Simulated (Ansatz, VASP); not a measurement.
# Be in VASP and in Ansatz

The input INCAR:

```
SYSTEM = Be
PREC     = Accurate       ! precision mode
ENCUT    = 520            ! plane-wave cutoff, eV
EDIFF    = 1E-6           ! SCF threshold, eV
ISMEAR   = -1             ! smearing method
SIGMA    = 0.2            ! smearing width, eV
LREAL    = .FALSE.        ! projectors in reciprocal space
LASPH    = .TRUE.         ! aspherical terms in the spheres
NELM     = 80             ! most SCF steps
ALGO     = Normal         ! electronic algorithm
ISIF     = 2              ! what is computed and relaxed
LWAVE    = .FALSE.        ! write WAVECAR
LCHARG   = .TRUE.         ! write CHGCAR
LELF     = .TRUE.         ! ELF
LVHAR    = .TRUE.       
NBANDS   = 9              ! bands
```

Contents of KPOINTS:

```
regular mesh
0
G
  16 16 9
  0 0 0
```

Contents of POSCAR:

```
Be
1.0
    2.2295160349      0.0000000000      0.0000000000
   -1.1147580175      1.9308175243      0.0000000000
    0.0000000000      0.0000000000      3.5083258361
Be
2
Direct
    0.3333333333      0.6666666667      0.2500000000
    0.6666666667      0.3333333333      0.7500000000
```

Input for Ansatz:

```yaml
crystal:
  lattice:
    - [2.2295160349, 0.0, 0.0]
    - [-1.1147580175, 1.9308175243, 0.0]
    - [0.0, 0.0, 3.5083258361]
  atoms:
    - { symbol: Be, position: [0.3333333333, 0.6666666667, 0.25] }
    - { symbol: Be, position: [0.6666666667, 0.3333333333, 0.75] }
hamiltonian:
  xc: lda
  pseudopotentials:
    kind: paw
    azcp:
      Be: "pseudopotentials/Be.paw.azcp"
basis:
  ecutwfc: 420
  fft_grid_basis: typed
kpoints:
  mp_grid: { grid: [16, 16, 9], shift: [0, 0, 0] }
magnetization:
  spin_polarized: false
scf:
  occupations: { method: fermi_dirac, width: 0.2 }
  lower_state_search: "off"
output:
  stress: true
```

Alike in both runs: task single point; functional LDA; k mesh 16 × 16 × 9; occupations fermi-dirac, width 0.2 eV; no spin polarisation.

|  | VASP | Ansatz |
| --- | --- | --- |
| version | VASP 6.6.1 | Ansatz 0.2.0 |
| potentials or method | VASP PAW LDA potentials, release 64 (Be) | plane waves (420 eV) with PAW, scalar-relativistic |
| plane-wave cutoff (eV) | 520 | 420 |
| valence electrons in the cell | 4 | 4 |

|  | VASP | Ansatz | Ansatz less VASP |
| --- | --- | --- | --- |
| pressure (GPa) | 0.5 | 0.0 | -0.45 |
| largest component of the traceless stress (GPa) | 0.22 | 0.21 | -0.005 |

Ansatz warned: «pseudo_functional_mismatch».
